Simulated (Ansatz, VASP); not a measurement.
Ti in VASP and in Ansatz

```
Ti
1.0
     0.00000    2.06683    2.06683
     2.06683    0.00000    2.06683
     2.06683    2.06683    0.00000
Ti
1
Direct
  0.00000 0.00000 0.00000
```

The cell was built by a generator and needn't be a form met in nature.

Alike in both runs: task relaxation of cell and atoms; functional PBEsol; k mesh 13 × 13 × 13; occupations fermi-dirac, width 0.1 eV; no spin polarisation.

|  | VASP | Ansatz |
| --- | --- | --- |
| version | VASP 6.6.1 | Ansatz 0.2.0 |
| potentials or method | VASP PAW PBE potentials, release 64 (Ti_sv) | plane waves (420 eV) with PAW, scalar-relativistic |
| plane-wave cutoff (eV) | 600 | 420 |
| valence electrons in the cell | 12 | 12 |

```csv
,VASP,Ansatz,Ansatz less VASP
relaxed volume (Å³/atom),16.68,16.71,+0.035
relaxed cell length with the largest relative difference (Å),2.868,2.870,+0.0020
energy change over the relaxation (meV/atom),-19,-17,+1.5
```

Ansatz warned: «pseudo_functional_mismatch».

Caveats: the PAW data sets were made with another functional, which shifts forces and pressure a little (VASP).
